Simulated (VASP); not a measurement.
# PtS2 (P-3m1) in VASP: a series of runs

One crystal, PtS2, is run at these levels: PBE; tasks: G0W0 quasiparticle levels.

All numbers are computed with VASP 6.6.1; they aren't measurements. Logs are shortened: lines on timing, memory, paths and dates and some standing lists are left out, and cuts for length are marked.

## 1. The structure

The structure is trigonal, space group P-3m1 (No. 164). Conventional cell: a = 3.543 Å, b = 3.543 Å, c = 5.039 Å, α = 90.00°, β = 90.00°, γ = 120.00°. Pt (site symmetry -3m) has 6 S at 2.34 Å as nearest neighbours. Around S (site symmetry 3m) lie 3 Pt at 2.34 Å.

## 2. G0W0 quasiparticle levels, PBE

File POSCAR:

```
PtS2
1.0
    3.5432000000      0.0000000000      0.0000000000
   -1.7716000000      3.0685012107      0.0000000000
    0.0000000000      0.0000000000      5.0388000000
Pt S
1 2
Direct
    0.0000000000      0.0000000000      0.0000000000
    0.6666666667      0.3333333333      0.7730000000
    0.3333333333      0.6666666667      0.2270000000
```

File INCAR.step1:

```
PREC = Accurate ; ENCUT = 450
EDIFF = 1E-8 ; ISMEAR = 0
SIGMA = 0.01 ; LREAL = False
LASPH = True ; NELM = 100
ALGO = Normal ; LWAVE = True
LCHARG = False ; GGA = PE
```

File INCAR.step2:

```
PREC = Accurate ; ENCUT = 450
EDIFF = 1E-8 ; ISMEAR = 0
SIGMA = 0.01 ; LREAL = False
LASPH = True ; NELM = 1
ALGO = Exact ; LWAVE = True
LCHARG = False ; GGA = PE
NBANDS = 43 ; LOPTICS = True
ISTART = 1
```

File INCAR.step3:

```
PREC = Accurate ; ENCUT = 450
EDIFF = 1E-8 ; ISMEAR = 0
SIGMA = 0.01 ; LREAL = False
LASPH = True ; ALGO = EVGW0
LWAVE = False ; LCHARG = False
GGA = PE ; NELMGW = 1
NBANDS = 43 ; ENCUTGW = 100
NOMEGA = 48 ; PRECFOCK = Fast
ISTART = 1 ; NBANDSGW = 19
```

File KPOINTS:

```
regular mesh
0
Gamma
  5 5 3
```

Potentials or basis: VASP PAW PBE potentials, release 64 (Pt_GW, S_GW).

Run with:

```sh
$ cat potpaw_PBE.64/Pt_GW/POTCAR potpaw_PBE.64/S_GW/POTCAR > POTCAR
$ cp INCAR.step1 INCAR
$ mpirun -np 1 vasp_std > vasp.out
$ cp INCAR.step2 INCAR
$ mpirun -np 1 vasp_std > vasp.out
$ cp INCAR.step3 INCAR
$ mpirun -np 1 vasp_std > vasp.out
```

OUTCAR:

```text
PREC = Accurate
   ENCUT = 450
   EDIFF = 1E-8
   ISMEAR = 0
   LREAL = False
   LASPH = True
   GGA = PE
   NELMGW = 1
   ENCUTGW = 100
   PRECFOCK = Fast
   ISTART = 1

 Found     12 irreducible k-points:

 Following reciprocal coordinates:
            Coordinates               Weight
  0.000000  0.000000  0.000000      1.000000
  0.200000  0.000000  0.000000      6.000000
  0.400000  0.000000  0.000000      6.000000
  0.200000  0.200000  0.000000      6.000000
  0.400000  0.200000  0.000000      6.000000
  0.000000  0.000000  0.333333      2.000000
   k-points           NKPTS =     12   k-points in BZ     NKDIM =     75   number of bands    NBANDS=     43
   number of dos      NEDOS =    301   number of ions     NIONS =      3
   total plane-waves  NPLWV =  28224
   dimension x,y,z NGX =    28 NGY =   28 NGZ =   36
   dimension x,y,z NGXF=    56 NGYF=   56 NGZF=   72
   ions per type =               1   2
   NGX,Y,Z   is equivalent  to a cutoff of  13.14, 13.14, 11.88 a.u.
   NGXF,Y,Z  is equivalent  to a cutoff of  26.28, 26.28, 23.76 a.u.
 SYSTEM =  unknown system
   PREC   = accura    normal or accurate (medium, high low for compatibility)
   ISTART =      1    job   : 0-new  1-cont  2-samecut
   ICHARG =      0    charge: 1-file 2-atom 10-const
   ISPIN  =      1    spin polarized calculation?
   LNONCOLLINEAR =      F non collinear calculations
   LSORBIT =      F    spin-orbit coupling
   LASPH  =      T    aspherical Exc in radial PAW
   ENCUT  =  450.0 eV  33.07 Ry    5.75 a.u.   6.13  6.13  8.72*2*pi/ulx,y,z
   NELM   =     60;   NELMIN=  2; NELMDL=  0     # of ELM steps
   EDIFF  = 0.1E-07   stopping-criterion for ELM
   LREAL  =      F    real-space projection
   EDIFFG = 0.1E-06   stopping-criterion for IOM
   NSW    =      0    number of steps for IOM
   IBRION =     -1    ionic relax: 0-MD 1-quasi-New 2-CG
   NFREE  =      0    steps in history (QN), initial steepest desc. (CG)
   ISIF   =      0    stress and relaxation
   ISYM   =      3    0-nonsym 1-usesym 2-fastsym
   POTIM  = 0.5000    time-step for ionic-motion
   TEBEG  =    0.0;   TEEND  =   0.0 temperature during run
   PSTRESS=    0.0 pullay stress
   NELECT =      22.0000    total number of electrons
   NUPDOWN=      -1.0000    fix difference up-down
   EMIN   =  10.00;   EMAX   =-10.00  energy-range for DOS
   EFERMI =   0.00;   METHOD = LEGACY
   ISMEAR =     0;   SIGMA  =   0.01  broadening in eV -4-tet -1-fermi 0-gaus
   EFERMI_NEDOS =   21; number of points for ismear=-14 and -15
   IALGO  =     38    algorithm
   IMIX   =      4    mixing-type and parameters
     AMIX     =   0.40;   BMIX     =  1.00
     AMIX_MAG =   1.60;   BMIX_MAG =  1.00
  volume/ion in A,a.u.               =      18.26       123.23
  Fermi-wavevector in a.u.,A,eV,Ry     =   1.207812  2.282434 19.848315  1.458810
  Thomas-Fermi vector in A             =   2.343439
   LORBIT       =      0    0 simple, 1 ext, 2 COOP (PROOUT), +10 PAW based schemes
   GGA     = PE    functional components
   LHFCALC =     T    Hartree Fock is set to
   PRECFOCK=fast      Normal, Fast or Accurate (Low or Medium for compatibility)
   ENCUT4O =  -1.0   cutoff for four orbital integrals eV
   NKREDX  =     1    reduce k-point grid by
   NKREDY  =     1    reduce k-point grid by
   NKREDZ  =     1    reduce k-point grid by
   AEXX    =    1.0000 exact exchange contribution
   HFSCREEN=    0.0000 screening length (either q_TF or 0.3 A-1)
   HFSCREENC=   0.0000 screening length for correlation (either q_TF or 0.3 A-1)
   ENCUTFOCK=  -1.0 apply spherical cutoff to Coloumb kernel
   IVDW    =     0    specifies the selected vdW correction
   LEPSILON=     F    determine dielectric tensor
   LRPA    =     F    only Hartree local field effects (RPA)
   LRPAFORCE           =     F    calculate RPA forces
   ENCUTGW             = 100.0    cutoff for response function in eV
   ENCUTGWSOFT         =  80.0    soft cutoff for Coulomb kernel in GW response function in eV
   ENCUTLF             =  -1.0    cutoff for local field effects
   NELMGW              =     1    number of iterations in solving QP/BSE equation
   NELMHF              =     1    number of iterations in the inner HF iteration
   NKREDLFX            =     1    NKREDLFY  =   1   NKREDLFZ  =   1
 non-spin polarized calculation
 Gauss-broadening in eV      SIGMA  =   0.01
  energy-cutoff  :      450.00
  volume of cell :       54.78
 maximum number of plane-waves:      1199
 NGX is ok and might be reduce to    28
  NGX = 14; NGY = 14; NGZ = 20
   NGX = 13   NGY = 13   NGZ = 17
 maximum number of plane-waves:       133
 NGX is ok and might be reduce to    14

 QP shifts <psi_nk| G(iteration)W_0 |psi_nk>: iteration 1
 for sc-GW calculations column KS-energies equals QP-energies in previous step
 and V_xc(KS)=  KS-energies - (<T + V_ion + V_H > + <T+V_H+V_ion>^1  + <V_x>^1)

 k-point   1 :       0.0000    0.0000    0.0000
  band No.  KS-energies  QP-energies   sigma(KS)   V_xc(KS)     V^pw_x(r,r')   Z            occupation Imag(sigma)

      1      -8.8583      -8.5339     -12.6641     -13.1648     -21.4975       0.6479       2.0000       1.6220
      2      -5.6102      -5.4657     -13.8016     -14.0168     -21.2126       0.6715       2.0000       1.0343
      3      -0.3312      -0.1169     -12.8423     -13.1459     -18.0060       0.7059       2.0000       0.4786
      4      -0.3312      -0.1169     -12.8423     -13.1459     -18.0060       0.7059       2.0000       0.4786
      5      -0.1917      -0.2241     -12.0427     -11.9970     -17.6992       0.7095       2.0000       0.7633
      6       2.7313       2.9003     -12.6890     -12.9271     -18.0260       0.7097       2.0000       0.3195
[... 11 lines left out ...]
     18      18.6518      19.8599     -10.1522     -11.7038      -5.1727       0.7786       0.0000      -0.5336
     19      19.2656      20.4899     -10.7668     -12.3691      -5.7983       0.7641       0.0000      -0.5377

 k-point   2 :       0.2000    0.0000    0.0000
  band No.  KS-energies  QP-energies   sigma(KS)   V_xc(KS)     V^pw_x(r,r')   Z            occupation Imag(sigma)

      1      -8.3417      -8.0725     -12.8411     -13.2600     -21.4108       0.6427       2.0000       1.4773
      2      -5.9163      -5.7398     -13.7538     -14.0209     -21.3335       0.6609       2.0000       1.0392
      3       0.0053       0.2301     -12.8792     -13.1948     -17.8737       0.7122       2.0000       0.4528
      4       0.0330       0.1431     -12.5982     -12.7518     -17.7691       0.7165       2.0000       0.5411
      5       0.3591       0.3645     -12.2535     -12.2611     -17.6047       0.7195       2.0000       0.6452
      6       1.9192       2.0741     -12.6895     -12.9052     -17.4308       0.7182       2.0000       0.3649
[... 11 lines left out ...]
     18      16.3587      17.0872      -8.9784      -9.9225      -4.3669       0.7716       0.0000      -0.3135
     19      17.3470      18.3532      -9.8178     -11.1191      -5.1889       0.7733       0.0000      -0.3918
[... 51 lines left out ...]
      2      -6.5988      -6.4265     -13.5499     -13.8147     -21.3702       0.6506       2.0000       1.1120
      3      -0.4887      -0.4291     -12.3476     -12.4304     -17.4706       0.7200       2.0000       0.6296
      4       0.3942       0.5296     -12.6215     -12.8109     -17.4968       0.7150       2.0000       0.4703
      5       1.0864       1.1288     -12.3686     -12.4272     -17.0861       0.7235       2.0000       0.4487
      6       2.0645       2.2326     -12.7307     -12.9623     -17.3787       0.7254       2.0000       0.4436
[... 11 lines left out ...]
     18      16.8558      17.9694     -10.3497     -11.8081      -5.5342       0.7636       0.0000      -0.4201
     19      17.4396      18.5203     -10.0807     -11.4729      -5.1200       0.7763       0.0000      -0.4748

 k-point   6 :       0.0000    0.0000    0.3333
  band No.  KS-energies  QP-energies   sigma(KS)   V_xc(KS)     V^pw_x(r,r')   Z            occupation Imag(sigma)

      1      -8.6601      -8.3450     -12.7915     -13.2811     -21.4980       0.6436       2.0000       1.5173
      2      -6.1268      -6.0147     -13.4111     -13.5804     -21.0701       0.6624       2.0000       1.1823
      3      -0.3162      -0.1003     -12.8472     -13.1523     -18.0040       0.7076       2.0000       0.4754
      4      -0.3162      -0.1003     -12.8472     -13.1523     -18.0040       0.7076       2.0000       0.4754
      5       0.7132       0.7671     -12.5128     -12.5884     -18.0638       0.7120       2.0000       0.6014
      6       2.7141       2.8793     -12.6764     -12.9097     -18.0215       0.7081       2.0000       0.3229
[... 11 lines left out ...]
     18      16.8496      17.4970      -8.8753      -9.7046      -4.1838       0.7807       0.0000      -0.3390
     19      18.0871      19.0119      -9.9305     -11.1472      -5.1577       0.7602       0.0000      -0.3963

 [... further k-points ...]
```

OUTCAR.step2:

```text
PREC = Accurate
   ENCUT = 450
   EDIFF = 1E-8
   ISMEAR = 0
   LREAL = False
[... 604 lines left out ...]
     0.00000    19.26085    19.26085    12.23969     0.00000     0.00000     0.00000
     0.58418    20.45333    20.45333    13.02146     0.00000     0.00000     0.00000
     1.16836    26.67830    26.67830    17.68358     0.00000    -0.00000     0.00000
     1.75253    12.49260    12.49260     0.04742     0.00000     0.00000     0.00000
     2.33671    13.96261    13.96261    10.01374     0.00000     0.00000     0.00000
     2.92089    21.98426    21.98426    12.16487     0.00000     0.00000    -0.00000
[... 92 lines left out ...]
    57.24940     0.82643     0.82643     0.82447    -0.00000    -0.00000    -0.00000
    57.83357     0.83036     0.83036     0.82849    -0.00000    -0.00000    -0.00000
```

It took 2.3 min on 1 thread of Intel Xeon Platinum 8559C (Emerald Rapids), shared host; peak memory 0.52 GiB.

The run converged, but some of its settings lie outside the range that counts as converged, so its numbers aren't taken as properties of the crystal.

Results:

```
Band gap on the k mesh, mean-field level : 1.31 eV, indirect (least direct gap 1.41 eV)
Quasiparticle gap                        : 1.84 eV
Least direct quasiparticle gap           : 1.95 eV
```

Caveat: bands, screening cutoff and mesh are small and nothing is extrapolated, so the quasiparticle values aren't converged; spin-orbit coupling is left out, which moves the levels of the heavy elements; an odd mesh through Γ misses points on the zone boundary, where band edges often lie.

(Part 1 of 2 ends here.)
